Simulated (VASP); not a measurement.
# La (P6_3/mmc) in VASP: a series of runs

The runs below take La through single point, with LDA.

All numbers are computed with VASP 6.6.1; they aren't measurements. Logs are shortened: lines on timing, memory, paths and dates and some standing lists are left out, and cuts for length are marked.

### Step 1. The crystal as given

Symmetry: P6_3/mmc, No. 194, hexagonal system. The conventional cell has a = 3.750 Å, b = 3.750 Å, c = 6.070 Å, α = 90.00°, β = 90.00°, γ = 120.00°. Around La (site symmetry -6m2) lie 12 La at 3.73 to 3.75 Å.

This isn't the form of La at room conditions, which is double hcp.

### Step 2. Single point, LDA

The input, INCAR:

```
SYSTEM = La
PREC = Accurate ; ENCUT = 400
EDIFF = 1E-6 ; ISMEAR = -1
SIGMA = 0.1 ; LREAL = Auto
LASPH = .TRUE. ; NELM = 100
ALGO = Normal ; ISIF = 2
LWAVE = .FALSE. ; LCHARG = .FALSE.
GGA = CA ; ADDGRID = .FALSE.
```

The input, KPOINTS:

```
Automatic mesh
0
G
  13 13 7
  0 0 0
```

The input, POSCAR:

```
La
1.0
    3.7500000000      0.0000000000      0.0000000000
   -1.8750000000      3.2475952642      0.0000000000
    0.0000000000      0.0000000000      6.0700000000
La
2
Direct
    0.6666666667      0.3333333333      0.7500000000
    0.3333333333      0.6666666667      0.2500000000
```

Potentials or basis: VASP PAW LDA potentials, release 64 (La).

On the command line:

```console
$ cat potpaw_LDA.64/La/POTCAR > POTCAR
$ mpirun -np 1 vasp_std > vasp.out
```

OUTCAR:

```text
SYSTEM = La
   PREC = Accurate
   ENCUT = 400
   EDIFF = 1E-6
   ISMEAR = -1
   LREAL = Auto
   LASPH = .TRUE.
   NELM = 100
   ISIF = 2
   GGA = CA

 Found     84 irreducible k-points:

 Following reciprocal coordinates:
            Coordinates               Weight
  0.000000  0.000000  0.000000      1.000000
  0.076923 -0.000000  0.000000      6.000000
  0.153846 -0.000000  0.000000      6.000000
  0.230769 -0.000000  0.000000      6.000000
  0.307692 -0.000000  0.000000      6.000000
  0.384615 -0.000000  0.000000      6.000000
   k-points           NKPTS =     84   k-points in BZ     NKDIM =     84   number of bands    NBANDS=     15
   number of dos      NEDOS =    301   number of ions     NIONS =      2
   total plane-waves  NPLWV =  23040
   dimension x,y,z NGX =    24 NGY =   24 NGZ =   40
   dimension x,y,z NGXF=    48 NGYF=   48 NGZF=   80
   ions per type =               2
   NGX,Y,Z   is equivalent  to a cutoff of  10.64, 10.64, 10.96 a.u.
   NGXF,Y,Z  is equivalent  to a cutoff of  21.28, 21.28, 21.91 a.u.
 SYSTEM =  La
   PREC   = accura    normal or accurate (medium, high low for compatibility)
   ISTART =      0    job   : 0-new  1-cont  2-samecut
   ICHARG =      2    charge: 1-file 2-atom 10-const
   ISPIN  =      1    spin polarized calculation?
   LNONCOLLINEAR =      F non collinear calculations
   LSORBIT =      F    spin-orbit coupling
   LASPH  =      T    aspherical Exc in radial PAW
   ENCUT  =  400.0 eV  29.40 Ry    5.42 a.u.   6.12  6.12  9.90*2*pi/ulx,y,z
   NELM   =    100;   NELMIN=  2; NELMDL= -5     # of ELM steps
   EDIFF  = 0.1E-05   stopping-criterion for ELM
   LREAL  =      T    real-space projection
   EDIFFG = 0.1E-04   stopping-criterion for IOM
   NSW    =      0    number of steps for IOM
   IBRION =     -1    ionic relax: 0-MD 1-quasi-New 2-CG
   NFREE  =      0    steps in history (QN), initial steepest desc. (CG)
   ISIF   =      2    stress and relaxation
   ISYM   =      2    0-nonsym 1-usesym 2-fastsym
   POTIM  = 0.5000    time-step for ionic-motion
   TEBEG  =    0.0;   TEEND  =   0.0 temperature during run
   PSTRESS=    0.0 pullay stress
   NELECT =      22.0000    total number of electrons
   NUPDOWN=      -1.0000    fix difference up-down
   EMIN   =  10.00;   EMAX   =-10.00  energy-range for DOS
   EFERMI =   0.00;   METHOD = LEGACY
   ISMEAR =    -1;   SIGMA  =   0.10  broadening in eV -4-tet -1-fermi 0-gaus
   EFERMI_NEDOS =   21; number of points for ismear=-14 and -15
   IALGO  =     38    algorithm
   IMIX   =      4    mixing-type and parameters
     AMIX     =   0.40;   BMIX     =  1.00
     AMIX_MAG =   1.60;   BMIX_MAG =  1.00
  volume/ion in A,a.u.               =      36.96       249.43
  Fermi-wavevector in a.u.,A,eV,Ry     =   1.093004  2.065478 16.254307  1.194658
  Thomas-Fermi vector in A             =   2.229281
   LORBIT       =      0    0 simple, 1 ext, 2 COOP (PROOUT), +10 PAW based schemes
   GGA     = CA    functional components
   LHFCALC =     F    Hartree Fock is set to
   AEXX    =    0.0000 exact exchange contribution
   IVDW    =     0    specifies the selected vdW correction
   LEPSILON=     F    determine dielectric tensor
   LRPA    =     F    only Hartree local field effects (RPA)
 non-spin polarized calculation
  energy-cutoff  :      400.00
  volume of cell :       73.92
 maximum number of plane-waves:      1358
   NGX = 13   NGY = 13   NGZ = 19

 number of electron      22.0000001 magnetization

 Free energy of the ion-electron system (eV)
  ---------------------------------------------------
  ext. energy  EPLUGINS =         0.00000000
  ---------------------------------------------------
  free energy    TOTEN  =       -11.05970217 eV

  energy without entropy =      -10.93634696  energy(sigma->0) =      -10.99802457

 E-fermi :   7.6851     XC(G=0):  -9.7831

 val. band max:        7.6847259597   @ k =   0.3846  -0.0000   0.2857
 cond. band min:       7.6896880433   @ k =   0.1538   0.1538   0.0000
 fundamental gap:      0.0049620837
 Fermi energy:         7.6851435949

 k-point     1 :       0.0000    0.0000    0.0000
  band No.  band energies     occupation
      1     -25.0372      2.00000
      2     -24.8277      2.00000
      3      -9.4431      2.00000
      4      -8.2114      2.00000
      5      -8.2114      2.00000
      6      -8.0204      2.00000
      7      -8.0204      2.00000
      8      -7.9913      2.00000
      9       4.5043      2.00000
     10       5.9297      2.00000
     11       8.7009      0.00008
     12       8.9922      0.00000
     13       8.9946      0.00000
     14       9.0791      0.00000
     15       9.1587      0.00000

 k-point     2 :       0.0769   -0.0000    0.0000
  band No.  band energies     occupation
      1     -25.0273      2.00000
      2     -24.8230      2.00000
      3      -9.4175      2.00000
      4      -8.2787      2.00000
      5      -8.2325      2.00000
      6      -8.0897      2.00000
      7      -8.0288      2.00000
      8      -8.0017      2.00000
      9       4.6645      2.00000
     10       6.0781      2.00000
     11       8.4007      0.00156
     12       8.9685      0.00001
     13       8.9767      0.00000
     14       9.0432      0.00000
     15       9.1258      0.00000

 k-point     3 :       0.1538   -0.0000    0.0000
  band No.  band energies     occupation
      1     -24.9994      2.00000
      2     -24.8103      2.00000
      3      -9.3435      2.00000
      4      -8.4624      2.00000
      5      -8.2883      2.00000
      6      -8.2741      2.00000
      7      -8.0540      2.00000
      8      -8.0338      2.00000
      9       5.1009      2.00000
     10       6.4437      1.99999
     11       8.0021      0.08062
     12       8.5378      0.00040
     13       8.7197      0.00006
     14       8.9573      0.00001
     15       9.1487      0.00000

 k-point     4 :       0.2308   -0.0000    0.0000
  band No.  band energies     occupation
      1     -24.9583      2.00000
      2     -24.7936      2.00000
      3      -9.2288      2.00000
      4      -8.7143      2.00000
      5      -8.5177      2.00000
      6      -8.3626      2.00000
      7      -8.0923      2.00000
      8      -8.0888      2.00000
      9       5.6774      2.00000
     10       6.6884      1.99991
     11       7.8883      0.23180
     12       7.9027      0.20398
     13       8.5807      0.00026
     14       8.8605      0.00002
     15       9.1280      0.00000

 k-point     5 :       0.3077   -0.0000    0.0000
  band No.  band energies     occupation
      1     -24.9116      2.00000
      2     -24.7783      2.00000
      3      -9.0873      2.00000
      4      -8.9727      2.00000
      5      -8.7593      2.00000
      6      -8.4373      2.00000
      7      -8.1664      2.00000
      8      -8.1350      2.00000
      9       6.1516      2.00000
     10       6.5577      1.99997
     11       7.2787      1.96624
     12       8.1935      0.01232
     13       8.7866      0.00003
     14       8.8182      0.00002
     15       9.0431      0.00000

 k-point     6 :       0.3846   -0.0000    0.0000
  band No.  band energies     occupation
      1     -24.8687      2.00000
      2     -24.7694      2.00000
      3      -9.1797      2.00000
      4      -8.9492      2.00000
      5      -8.9412      2.00000
      6      -8.4967      2.00000
      7      -8.2590      2.00000
      8      -8.1714      2.00000
      9       6.2154      2.00000
     10       6.5022      1.99999
     11       6.8301      1.99961
     12       8.5606      0.00032
     13       8.8401      0.00002
     14       8.9698      0.00001
     15       9.1712      0.00000

 [... further k-points ...]

------------------------ aborting loop because EDIFF is reached ----------------------------------------

  FORCE on cell =-STRESS in cart. coord.  units (eV):
  Direction    XX          YY          ZZ          XY          YZ          ZX
  --------------------------------------------------------------------------------------
  -------------------------------------------------------------------------------------
  Total       -1.3781203     -1.3781203     -1.3691724      0.0000000      0.0000000      0.0000000
  in kB      -29.8686676    -29.8686676    -29.6747359      0.0000000      0.0000000      0.0000000
  external PRESSURE =     -29.8040237 kB  Pullay stress =       0.0000000 kB

 VOLUME and BASIS-vectors are now :
 -----------------------------------------------------------------------------
  energy-cutoff  :      400.00
  volume of cell :       73.92
      direct lattice vectors                 reciprocal lattice vectors
     3.750000000  0.000000000  0.000000000     0.266666667  0.153960072  0.000000000
    -1.875000000  3.247595264  0.000000000     0.000000000  0.307920144  0.000000000
     0.000000000  0.000000000  6.070000000     0.000000000  0.000000000  0.164744646

 POSITION                                       TOTAL-FORCE (eV/Angst)
 -----------------------------------------------------------------------------------
      1.87500      1.08253      4.55250        -0.000000      0.000000      0.000000
     -0.00000      2.16506      1.51750         0.000000     -0.000000      0.000000
 -----------------------------------------------------------------------------------
    total drift:                                0.000000     -0.000000      0.000000

  FREE ENERGIE OF THE ION-ELECTRON SYSTEM (eV)
  ---------------------------------------------------
  free  energy   TOTEN  =       -11.0597021707 eV

  energy  without entropy=      -10.9363469641  energy(sigma->0) =      -10.99802457
```

Run time: 65 s. Hardware: 1 thread of AMD EPYC 9R45 (Zen 5), shared host; peak memory 0.14 GiB.

These settings aren't checked as converged: the numbers below hold their error.

What came out:

* Free energy: -11.0597 eV
* Pressure: -3.0 GPa
* Band gap on the k mesh: none (metal or under the smearing width)

### Step 3. Single point, LDA

INCAR is that of step 2.

KPOINTS is that of step 2.

The input, POSCAR:

```
La
1.0
    3.7500000000      0.0000000000      0.0000000000
   -1.8750000000      3.2475952642      0.0000000000
    0.0000000000      0.0000000000      6.0700000000
La
2
Direct
    0.6527560000      0.3219160000      0.7382770000
    0.3157440000      0.6620370000      0.2676620000
```

Potentials or basis: VASP PAW LDA potentials, release 64 (La).

On the command line:

```console
$ cat potpaw_LDA.64/La/POTCAR > POTCAR
$ mpirun -np 1 vasp_std > vasp.out
```

It took 7.1 min on 1 thread of AMD EPYC 9R45 (Zen 5), shared host; peak memory 0.34 GiB.

The run converged, but some of its settings lie outside the range that counts as converged, so its numbers aren't taken as properties of the crystal.

Results:

```yaml
Free_energy: -11.0399 eV
Pressure: -2.8 GPa
Largest_force: 0.233 eV/Å
Band_gap_on_the_k_mesh: none (metal or under the smearing width)
```

### Step 4. Single point, LDA

The input, INCAR:

```
SYSTEM = La
PREC = Accurate ; ENCUT = 400
EDIFF = 0.01 ; ISMEAR = -1
SIGMA = 0.1 ; LREAL = .FALSE.
LASPH = .TRUE. ; NELM = 100
ALGO = Normal ; ISIF = 2
LWAVE = .FALSE. ; LCHARG = .FALSE.
GGA = CA ; ADDGRID = .FALSE.
```

KPOINTS is that of step 3.

The input, POSCAR:

```
La
1.0
    3.7500000000      0.0000000000      0.0000000000
   -1.8750000000      3.2475952642      0.0000000000
    0.0000000000      0.0000000000      6.0700000000
La
2
Direct
    0.6666666667      0.3333333333      0.7500000000
    0.3333333333      0.6666666667      0.2500000000
```

On the command line:

```console
$ cat potpaw_LDA.64/La/POTCAR > POTCAR
$ mpirun -np 1 vasp_std > vasp.out
```

Run time: 20 s. Hardware: 1 thread of AMD EPYC 9R45 (Zen 5), shared host; peak memory 0.17 GiB.

These settings aren't checked as converged: the numbers below hold their error.

Results:

```
Free energy            : -11.0600 eV
Pressure               : -3.5 GPa
Band gap on the k mesh : none (metal or under the smearing width)
```

### Step 5. Single point, LDA

INCAR is that of step 4.

KPOINTS is that of step 4.

The input, POSCAR:

```
La
1.0
    3.7500000000      0.0000000000      0.0000000000
   -1.8750000000      3.2475952642      0.0000000000
    0.0000000000      0.0000000000      6.0700000000
La
2
Direct
    0.6527560000      0.3219160000      0.7382770000
    0.3157440000      0.6620370000      0.2676620000
```

Potentials or basis: VASP PAW LDA potentials, release 64 (La).

On the command line:

```console
$ cat potpaw_LDA.64/La/POTCAR > POTCAR
$ mpirun -np 1 vasp_std > vasp.out
```

OUTCAR:

```text
SYSTEM = La
   PREC = Accurate
   ENCUT = 400
   EDIFF = 0.01
   ISMEAR = -1
   LREAL = .FALSE.
   LASPH = .TRUE.
   NELM = 100
   ISIF = 2
   GGA = CA

 Found    592 irreducible k-points:

 Following reciprocal coordinates:
            Coordinates               Weight
  0.000000  0.000000  0.000000      1.000000
  0.076923 -0.000000  0.000000      2.000000
  0.000000  0.076923  0.000000      2.000000
 -0.076923  0.076923  0.000000      2.000000
  0.153846 -0.000000  0.000000      2.000000
[... 185 lines left out ...]

  FORCE on cell =-STRESS in cart. coord.  units (eV):
  Direction    XX          YY          ZZ          XY          YZ          ZX
  --------------------------------------------------------------------------------------
  -------------------------------------------------------------------------------------
  Total       -1.6296494     -1.6092454     -1.4049278      0.0135861      0.0085521     -0.0105739
  in kB      -35.3201791    -34.8779532    -30.4496795      0.2944574      0.1853548     -0.2291728
  external PRESSURE =     -33.5492706 kB  Pullay stress =       0.0000000 kB

 VOLUME and BASIS-vectors are now :
 -----------------------------------------------------------------------------
  energy-cutoff  :      400.00
  volume of cell :       73.92
      direct lattice vectors                 reciprocal lattice vectors
     3.750000000  0.000000000  0.000000000     0.266666667  0.153960072  0.000000000
    -1.875000000  3.247595264  0.000000000     0.000000000  0.307920144  0.000000000
     0.000000000  0.000000000  6.070000000     0.000000000  0.000000000  0.164744646

 POSITION                                       TOTAL-FORCE (eV/Angst)
 -----------------------------------------------------------------------------------
      1.84424      1.04545      4.48134        -0.006829      0.005028      0.341009
     -0.05728      2.15003      1.62471         0.006829     -0.005028     -0.341009
 -----------------------------------------------------------------------------------
    total drift:                               -0.000015     -0.000000     -0.000013

  FREE ENERGIE OF THE ION-ELECTRON SYSTEM (eV)
  ---------------------------------------------------
  free  energy   TOTEN  =       -11.0403850204 eV

  energy  without entropy=      -10.9184696262  energy(sigma->0) =      -10.97942732
```

Wall time 2.2 min (1 thread of AMD EPYC 9R45 (Zen 5), shared host); peak memory 0.52 GiB.

These settings aren't checked as converged: the numbers below hold their error.

Results:

```yaml
Free_energy: -11.0404 eV
Pressure: -3.4 GPa
Largest_force: 0.341 eV/Å
Band_gap_on_the_k_mesh: none (metal or under the smearing width)
```
